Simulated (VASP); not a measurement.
# GdN (Fm-3m) in VASP: settings compared

One crystal, GdN, is run at these levels: PBE+U, PBEsol+U; tasks: equation of state.

All numbers are computed with VASP 6.6.1; they aren't measurements. Logs are shortened: lines on timing, memory, paths and dates and some standing lists are left out, and cuts for length are marked.

### Step 1. The structure

It takes space group Fm-3m (No. 225, cubic). The conventional cell has a = 4.998 Å, b = 4.998 Å, c = 4.998 Å, α = 90.00°, β = 90.00°, γ = 90.00°. Gd (site symmetry m-3m) has 6 N at 2.50 Å as nearest neighbours. Around N (site symmetry m-3m) lie 6 Gd at 2.50 Å.

The cell comes from a database or a generator and needn't be the stable form of this composition.

### Step 2. Equation of state, PBE+U, collinear spin, ferromagnetic start, 15.61 Å³/atom

INCAR

```
SYSTEM = GdN
PREC = Accurate ; ENCUT = 520
EDIFF = 1E-6 ; ISMEAR = -1
SIGMA = 0.05 ; LREAL = .FALSE.
LASPH = .TRUE. ; NELM = 120
ALGO = Normal ; ISIF = 2
LWAVE = .FALSE. ; LCHARG = .FALSE.
ISPIN = 2 ; MAGMOM = 7 0
LORBIT = 11 ; LMAXMIX = 6
LDAU = .TRUE. ; LDAUTYPE = 2
LDAUL = 3 -1 ; LDAUU = 6 0
LDAUJ = 0 0 ; LDAUPRINT = 1
GGA = PE
```

KPOINTS

```
Automatic mesh
0
G
  8 8 8
  0 0 0
```

POSCAR

```
GdN
1.0
    0.0000000000      2.4990000000      2.4990000000
    2.4990000000      0.0000000000      2.4990000000
    2.4990000000      2.4990000000      0.0000000000
Gd N
1 1
Direct
    0.0000000000      0.0000000000      0.0000000000
    0.5000000000      0.5000000000      0.5000000000
```

Potentials or basis: VASP PAW PBE potentials, release 64 (Gd, N).

Started as:

```console
$ cat potpaw_PBE.64/Gd/POTCAR potpaw_PBE.64/N/POTCAR > POTCAR
$ mpirun -np 1 vasp_std > vasp.out
```

OUTCAR:

```text
SYSTEM = GdN
   PREC = Accurate
   ENCUT = 520
   EDIFF = 1E-6
   ISMEAR = -1
   LREAL = .FALSE.
   LASPH = .TRUE.
   NELM = 120
   ISIF = 2
   ISPIN = 2
   LORBIT = 11
   GGA = PE

 ion  position               nearest neighbor table
   1  0.000  0.000  0.000-   2 2.50   2 2.50   2 2.50   2 2.50   2 2.50   2 2.50
   2  0.500  0.500  0.500-   1 2.50   1 2.50   1 2.50   1 2.50   1 2.50   1 2.50

  LATTYP: Found a face centered cubic cell.
 ALAT       =     4.9980000000

  Lattice vectors:

 A1 = (   0.0000000000,   2.4990000000,   2.4990000000)
 A2 = (   2.4990000000,   0.0000000000,   2.4990000000)
 A3 = (   2.4990000000,   2.4990000000,   0.0000000000)

Analysis of symmetry for initial positions (statically):
=====================================================================
 Subroutine PRICEL returns:
 Original cell was already a primitive cell.

 Routine SETGRP: Setting up the symmetry group for a
 face centered cubic supercell.

 Subroutine GETGRP returns: Found 48 space group operations
 (whereof 48 operations were pure point group operations)
 out of a pool of 48 trial point group operations.

The static configuration has the point symmetry O_h .

Analysis of symmetry for dynamics (positions and initial velocities):
=====================================================================
 Subroutine PRICEL returns:
 Original cell was already a primitive cell.

 Routine SETGRP: Setting up the symmetry group for a
 face centered cubic supercell.

 Subroutine GETGRP returns: Found 48 space group operations
 (whereof 48 operations were pure point group operations)
 out of a pool of 48 trial point group operations.

The dynamic configuration has the point symmetry O_h .

Analysis of structural, dynamic, and magnetic symmetry:
=====================================================================
 Subroutine PRICEL returns:
 Original cell was already a primitive cell.

 Routine SETGRP: Setting up the symmetry group for a
 face centered cubic supercell.

 Subroutine GETGRP returns: Found 48 space group operations
 (whereof 48 operations were pure point group operations)
 out of a pool of 48 trial point group operations.

The overall configuration has the point symmetry O_h .

 Subroutine INISYM returns: Found 48 space group operations
 (whereof 48 operations are pure point group operations),
 and found     1 'primitive' translations

----------------------------------------------------------------------------------------

                                     Primitive cell

  volume of cell :      31.2125

  direct lattice vectors                    reciprocal lattice vectors
     0.000000000  2.499000000  2.499000000    -0.200080032  0.200080032  0.200080032
     2.499000000  0.000000000  2.499000000     0.200080032 -0.200080032  0.200080032
     2.499000000  2.499000000  0.000000000     0.200080032  0.200080032 -0.200080032

  length of vectors
[... 116 lines left out ...]
   LRPA    =     F    only Hartree local field effects (RPA)
 spin polarized calculation
  energy-cutoff  :      520.00
  volume of cell :       31.21
 maximum number of plane-waves:       869
 NGX is ok and might be reduce to    28
   NGX = 13   NGY = 13   NGZ = 13

atom =   1  type =  1  l = 3

 onsite density matrix

spin component  1

  0.9919 -0.0000  0.0011 -0.0000 -0.0000  0.0000 -0.0000
 -0.0000  0.9892 -0.0000 -0.0000  0.0000  0.0000  0.0000
  0.0011 -0.0000  0.9913 -0.0000  0.0000 -0.0000  0.0000
 -0.0000 -0.0000 -0.0000  0.9927  0.0000  0.0000  0.0000
 -0.0000  0.0000  0.0000  0.0000  0.9913 -0.0000 -0.0011
  0.0000  0.0000 -0.0000  0.0000 -0.0000  0.9905 -0.0000
 -0.0000  0.0000  0.0000  0.0000 -0.0011 -0.0000  0.9919

spin component  2

  0.0076  0.0000  0.0033 -0.0000  0.0000  0.0000  0.0000
  0.0000  0.0004  0.0000  0.0000 -0.0000 -0.0000 -0.0000
  0.0033  0.0000  0.0059 -0.0000  0.0000  0.0000 -0.0000
 -0.0000  0.0000 -0.0000  0.0102 -0.0000 -0.0000 -0.0000
  0.0000 -0.0000  0.0000 -0.0000  0.0059  0.0000 -0.0033
  0.0000 -0.0000  0.0000 -0.0000  0.0000  0.0034  0.0000
  0.0000 -0.0000 -0.0000 -0.0000 -0.0033  0.0000  0.0076

 occupancies and eigenvectors

  o =  0.0004  v =  0.0000  0.0000  0.0000  0.0000  0.0000  0.0000  0.0000  0.0000 -1.0000  0.0000 -0.0000 -0.0000 -0.0000 -0.0000      0.0000  0.0000  0.0000  0.0000  0.0000  0.0000  0.0000  0.0000  0.0000  0.0000  0.0000  0.0000  0.0000  0.0000
  o =  0.0034  v =  0.0000  0.0000  0.0000  0.0000  0.0000  0.0000  0.0000  0.0001 -0.0000 -0.0002  0.0000 -0.0001  1.0000 -0.0000      0.0000  0.0000  0.0000  0.0000  0.0000  0.0000  0.0000  0.0000  0.0000  0.0000  0.0000  0.0000  0.0000  0.0000
  o =  0.0034  v =  0.0000  0.0000  0.0000  0.0000  0.0000  0.0000  0.0000 -0.6124  0.0000  0.7906 -0.0000  0.0027  0.0002  0.0021      0.0000  0.0000  0.0000  0.0000  0.0000  0.0000  0.0000  0.0000  0.0000  0.0000  0.0000  0.0000  0.0000  0.0000
  o =  0.0034  v =  0.0000  0.0000  0.0000  0.0000  0.0000  0.0000  0.0000  0.0021 -0.0000 -0.0027  0.0000  0.7906  0.0001  0.6124      0.0000  0.0000  0.0000  0.0000  0.0000  0.0000  0.0000  0.0000  0.0000  0.0000  0.0000  0.0000  0.0000  0.0000
  o =  0.0102  v =  0.0000  0.0000  0.0000  0.0000  0.0000  0.0000  0.0000 -0.0003 -0.0000 -0.0002  0.0001 -0.6124  0.0000  0.7906      0.0000  0.0000  0.0000  0.0000  0.0000  0.0000  0.0000  0.0000  0.0000  0.0000  0.0000  0.0000  0.0000  0.0000
  o =  0.0102  v =  0.0000  0.0000  0.0000  0.0000  0.0000  0.0000  0.0000 -0.7906 -0.0000 -0.6124 -0.0003  0.0002 -0.0000 -0.0003      0.0000  0.0000  0.0000  0.0000  0.0000  0.0000  0.0000  0.0000  0.0000  0.0000  0.0000  0.0000  0.0000  0.0000
  o =  0.0102  v =  0.0000  0.0000  0.0000  0.0000  0.0000  0.0000  0.0000 -0.0003  0.0000 -0.0002  1.0000  0.0001 -0.0000 -0.0001      0.0000  0.0000  0.0000  0.0000  0.0000  0.0000  0.0000  0.0000  0.0000  0.0000  0.0000  0.0000  0.0000  0.0000
  o =  0.9892  v = -0.0000  1.0000  0.0000  0.0000 -0.0000  0.0000 -0.0000  0.0000  0.0000  0.0000  0.0000  0.0000  0.0000  0.0000      0.0000  0.0000  0.0000  0.0000  0.0000  0.0000  0.0000  0.0000  0.0000  0.0000  0.0000  0.0000  0.0000  0.0000
  o =  0.9905  v = -0.6114 -0.0000  0.7894 -0.0000 -0.0438  0.0000 -0.0340  0.0000  0.0000  0.0000  0.0000  0.0000  0.0000  0.0000      0.0000  0.0000  0.0000  0.0000  0.0000  0.0000  0.0000  0.0000  0.0000  0.0000  0.0000  0.0000  0.0000  0.0000
  o =  0.9905  v =  0.0340  0.0000 -0.0438 -0.0000 -0.7894 -0.0026 -0.6114  0.0000  0.0000  0.0000  0.0000  0.0000  0.0000  0.0000      0.0000  0.0000  0.0000  0.0000  0.0000  0.0000  0.0000  0.0000  0.0000  0.0000  0.0000  0.0000  0.0000  0.0000
  o =  0.9905  v =  0.0001 -0.0000 -0.0001 -0.0000 -0.0021  1.0000 -0.0016  0.0000  0.0000  0.0000  0.0000  0.0000  0.0000  0.0000      0.0000  0.0000  0.0000  0.0000  0.0000  0.0000  0.0000  0.0000  0.0000  0.0000  0.0000  0.0000  0.0000  0.0000
  o =  0.9927  v = -0.0000  0.0000 -0.0000 -0.9999 -0.0088 -0.0000  0.0113  0.0000  0.0000  0.0000  0.0000  0.0000  0.0000  0.0000      0.0000  0.0000  0.0000  0.0000  0.0000  0.0000  0.0000  0.0000  0.0000  0.0000  0.0000  0.0000  0.0000  0.0000
  o =  0.9927  v =  0.7906 -0.0000  0.6124 -0.0000  0.0000 -0.0000 -0.0000  0.0000  0.0000  0.0000  0.0000  0.0000  0.0000  0.0000      0.0000  0.0000  0.0000  0.0000  0.0000  0.0000  0.0000  0.0000  0.0000  0.0000  0.0000  0.0000  0.0000  0.0000
  o =  0.9927  v = -0.0000  0.0000 -0.0000 -0.0143  0.6123 -0.0000 -0.7905  0.0000  0.0000  0.0000  0.0000  0.0000  0.0000  0.0000      0.0000  0.0000  0.0000  0.0000  0.0000  0.0000  0.0000  0.0000  0.0000  0.0000  0.0000  0.0000  0.0000  0.0000

 number of electron      23.0000005 magnetization       7.0000754

 Free energy of the ion-electron system (eV)
  ---------------------------------------------------
  ext. energy  EPLUGINS =         0.00000000
  ---------------------------------------------------
  free energy    TOTEN  =       -22.81090050 eV

  energy without entropy =      -22.80981701  energy(sigma->0) =      -22.81035875

 E-fermi :   3.7161     XC(G=0): -11.5403

 val. band max:        3.6275513617   @ k =   0.1250   0.1250   0.0000
 cond. band min:       3.7456517282   @ k =   0.3750   0.3750   0.0000
 fundamental gap:      0.1181003665
 Fermi energy:         3.7161376478

 spin component 1

 k-point     1 :       0.0000    0.0000    0.0000
  band No.  band energies     occupation
      1     -39.9674      1.00000
      2     -16.9601      1.00000
      3     -16.9601      1.00000
      4     -16.9601      1.00000
      5      -9.0762      1.00000
      6      -2.5494      1.00000
[... 1049 lines left out ...]
     18      11.3725      0.00000
     19      12.4235      0.00000

 [... further k-points ...]

------------------------ aborting loop because EDIFF is reached ----------------------------------------

  FORCE on cell =-STRESS in cart. coord.  units (eV):
  Direction    XX          YY          ZZ          XY          YZ          ZX
  --------------------------------------------------------------------------------------
  -------------------------------------------------------------------------------------
  Total        0.1301941      0.1301941      0.1301941     -0.0000000      0.0000000      0.0000000
  in kB        6.6830237      6.6830237      6.6830237     -0.0000000      0.0000000      0.0000000
  external PRESSURE =       6.6830237 kB  Pullay stress =       0.0000000 kB

 VOLUME and BASIS-vectors are now :
 -----------------------------------------------------------------------------
  energy-cutoff  :      520.00
  volume of cell :       31.21
      direct lattice vectors                 reciprocal lattice vectors
     0.000000000  2.499000000  2.499000000    -0.200080032  0.200080032  0.200080032
     2.499000000  0.000000000  2.499000000     0.200080032 -0.200080032  0.200080032
     2.499000000  2.499000000  0.000000000     0.200080032  0.200080032 -0.200080032

 POSITION                                       TOTAL-FORCE (eV/Angst)
 -----------------------------------------------------------------------------------
      0.00000      0.00000      0.00000        -0.000000     -0.000000     -0.000000
      2.49900      2.49900      2.49900         0.000000      0.000000      0.000000
 -----------------------------------------------------------------------------------
    total drift:                                0.000000      0.000000      0.000000

  FREE ENERGIE OF THE ION-ELECTRON SYSTEM (eV)
  ---------------------------------------------------
  free  energy   TOTEN  =       -22.8109004958 eV

  energy  without entropy=      -22.8098170124  energy(sigma->0) =      -22.81035875

 total charge

# of ion       s       p       d       f       tot
--------------------------------------------------
    1        2.035   5.668   0.538   6.972  15.213
    2        1.248   2.386   0.000   0.000   3.635
--------------------------------------------------
tot          3.283   8.054   0.538   6.972  18.848

 magnetization (x)

# of ion       s       p       d       f       tot
--------------------------------------------------
    1       -0.006  -0.086   0.071   6.893   6.871
    2       -0.009  -0.104   0.000   0.000  -0.113
--------------------------------------------------
tot         -0.015  -0.190   0.071   6.893   6.758
```

Run time: 35 s. Hardware: 1 thread of Intel Xeon Platinum 8559C (Emerald Rapids), shared host; peak memory 0.2 GiB.

Results:

| Quantity | Value |
| --- | --- |
| Free energy | -22.8109 eV |
| Pressure | 0.7 GPa |
| Band gap on the k mesh | none (metal or under the smearing width) |
| Net moment | 7.00 μB per cell |
| Site moments | Gd +6.87; N -0.11 μB |
| Valence electrons inside the program's atomic spheres | Gd 15.21; N 3.63 |

Caveat: spin-orbit coupling is left out, which moves the levels of the heavy elements; a cell with one magnetic atom can't hold antiferromagnetic order, which such compounds often take.

### Step 3. Equation of state, PBEsol+U, collinear spin, ferromagnetic start, 15.61 Å³/atom

INCAR, as its differences from that of step 2:

```diff
@@ -12,2 +12,2 @@
 LDAUJ = 0 0 ; LDAUPRINT = 1
-GGA = PE
+GGA = PS
```

KPOINTS is that of step 2.

POSCAR is that of step 2.

Potentials or basis: VASP PAW PBE potentials, release 64 (Gd, N).

Started as:

```console
$ cat potpaw_PBE.64/Gd/POTCAR potpaw_PBE.64/N/POTCAR > POTCAR
$ mpirun -np 1 vasp_std > vasp.out
```

Wall time 33 s (1 thread of Intel Xeon Platinum 8559C (Emerald Rapids), shared host); peak memory 0.2 GiB.

It converged, with:

| Item | Value |
| --- | --- |
| Free energy | -23.6338 eV |
| Pressure | -4.5 GPa |
| Band gap on the k mesh | none (metal or under the smearing width) |
| Net moment | 7.00 μB per cell |
| Site moments | Gd +6.88; N -0.12 μB |
| Valence electrons inside the program's atomic spheres | Gd 15.19; N 3.61 |

Caveat: the PAW data sets were made with another functional, which shifts forces and pressure a little; spin-orbit coupling is left out, which moves the levels of the heavy elements; a cell with one magnetic atom can't hold antiferromagnetic order, which such compounds often take.
